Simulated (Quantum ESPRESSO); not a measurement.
Runs of Quantum ESPRESSO 7.5 on CuO. Symmetry: Pm-3m, No. 221, cubic system. The conventional cell has a = 2.553 Å, b = 2.553 Å, c = 2.553 Å, α = 90.00°, β = 90.00°, γ = 90.00°. Cu (site symmetry m-3m) has 8 O at 2.21 Å as nearest neighbours. Around O (site symmetry m-3m) lie 8 Cu at 2.21 Å. Measurements of this composition are mostly on another form, of space group No. 15.

| level | U | mixing beta | gap on the mesh (eV) | pressure (GPa) |
| --- | --- | --- | --- | --- |
| PBEsol+U | Cu d U = 6 eV | 0.3 | none | (b) |
| PBEsol+U | Cu d U = 8 eV | 0.3 | none | 17.8 |
| PBEsol+U | Cu d U = 1 eV | 0.3 | none | 10.2 |
| PBEsol+U | Cu d U = 2 eV | 0.3 | none | 11.0 |
| PBEsol+U | Cu d U = 5 eV | 0.3 | none | 14.0 |
| PBEsol+U | Cu d U = 3 eV | 0.3 | none | 11.9 |
| PBEsol | - | 0.5 | none | 9.4 |
| PBEsol+U | Cu d U = 4 eV | 0.3 | none | (a) |

Alike in all rows: task single point; potentials or basis SSSP 1.3 efficiency PBE; no spin polarisation; cell as given; k mesh 10 × 10 × 10; cutoff (eV) 748; smearing fermi-dirac 0.05 eV.

Q: Estimate the missing entries.

A: (a) 12.9; (b) 15.2.

Caveats: the potentials were made for another functional, which shifts forces and pressure; an odd number of electrons without spin polarisation forces a metal; a magnetic or distorted state may lie lower; the run has no spin polarisation, though such a crystal can be magnetic; U without spin polarisation on a metal has little footing (some runs); semilocal functionals often make such compounds metallic where correlation or magnetic order opens a gap, which also shifts bond lengths (some runs).

A gap of «none» marks a metal or a gap under the smearing width.
